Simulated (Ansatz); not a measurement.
# C under changes of volume

One of the cells (5.672 Å³/atom); the others are scaled copies at fixed shape and fractional positions:

```
C
1.0
     2.52210    0.00000    0.00000
    -1.26105    2.18420    0.00000
     0.00000    0.00000    8.23710
C
8
Direct
  0.66667 0.33333 0.84375
  0.33333 0.66667 0.34375
  0.66667 0.33333 0.65625
  0.33333 0.66667 0.15625
  0.00000 0.00000 0.90625
  0.00000 0.00000 0.40625
  0.00000 0.00000 0.59375
  0.00000 0.00000 0.09375
```

This is a hexagonal form of diamond, not graphite.

| Item | Value |
| --- | --- |
| Program | Ansatz 0.2.0 |
| Functional | RPBE |
| Potentials or basis | Ansatz PAW |
| Cutoff | 420 eV (not typed: the program's choice for these potentials) |
| k mesh | 12 × 12 × 4 |
| Occupations | fermi-dirac, width 0.05 eV |
| Spin | no spin polarisation |

| volume (Å³/atom) | energy over the lowest point (meV/atom) | pressure (GPa) | gap on the mesh (eV) | largest force (eV/Å) |
| --- | --- | --- | --- | --- |
| 5.332 | ? | ? | ? | ? |
| 5.445 | 28.34 | 28.2 | 4.51 | 0.354 |
| 5.559 | 12.09 | 17.8 | 4.47 | 0.340 |
| 5.672 | 2.85 | 8.4 | 4.42 | 0.327 |
| 5.785 | 0.00 | -0.2 | 4.38 | 0.315 |
| 5.899 | 2.95 | -8.0 | 4.34 | 0.303 |
| 6.012 | 11.18 | -15.2 | 4.29 | 0.291 |

Question: What does the run at 5.332 Å³/atom give?

Answer: Energy over the lowest point 52.23 meV/atom; pressure 39.5 GPa; gap on the mesh 4.56 eV; largest force 0.369 eV/Å.

Worked out: A Birch-Murnaghan fit of order 3 (a polynomial in V^(-2/3)) to the other rows has its minimum at 5.78 Å³/atom with B0 = V·E''(V) = 420 GPa and B' = 3.5 at fixed shape and positions, which overstates the stiffness. It gives 52.06 meV/atom at 5.332 Å³/atom, against the run's 52.23, and -dE/dV = 39.3 GPa, against 39.5. A straight line through the other rows of the gap, of slope -2.21 eV per unit of ln V, extrapolates to 4.56 eV, against the run's 4.56.

Energies are extrapolated to zero smearing.

Caveats: the PAW data sets come from PBE, with cores solved anew for the run's functional, which leaves a small shift of forces and pressure.

A mesh can miss the band edges.
